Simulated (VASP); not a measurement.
SnTe, 2 atoms in the cell. The structure is cubic, space group Fm-3m (No. 225). The conventional cell has a = 6.372 Å, b = 6.372 Å, c = 6.372 Å, α = 90.00°, β = 90.00°, γ = 90.00°. Sn (site symmetry m-3m) is surrounded by 6 Te at 3.19 Å. Around Te (site symmetry m-3m) lie 6 Sn at 3.19 Å. 

| Item | Value |
| --- | --- |
| Program | VASP 6.6.1 |
| Task | relaxation of cell and atoms |
| Functional | r2SCAN |
| Potentials or basis | VASP PAW PBE potentials, release 64 (Sn_d, Te) |
| Cutoff | 600 eV |
| k mesh | 10 × 10 × 10 |
| Occupations | gaussian, width 0.03 eV |
| Spin | no spin polarisation |
| Further INCAR settings | ALGO = Normal; EDIFF = 1e-07; IBRION = 2; EDIFFG = -0.005; NSW = 90; ISIF = 3 |

Potentials or basis: VASP PAW PBE potentials, release 64 (Sn_d, Te).

The run is started by

```console
$ cat potpaw_PBE.64/Sn_d/POTCAR potpaw_PBE.64/Te/POTCAR > POTCAR
$ mpirun -np 1 vasp_std > vasp.out
```

Hardware: 1 thread of Intel(R) Xeon(R) 6975P-C (Granite Rapids) (shared host).

Problem. Estimate the wall time of this run.

Solution. It took 96 s on 1 thread of Intel(R) Xeon(R) 6975P-C (Granite Rapids), on a shared host, peak memory 0.25 GiB. Counts: scf iterations 21, k points 47, ion steps 1.
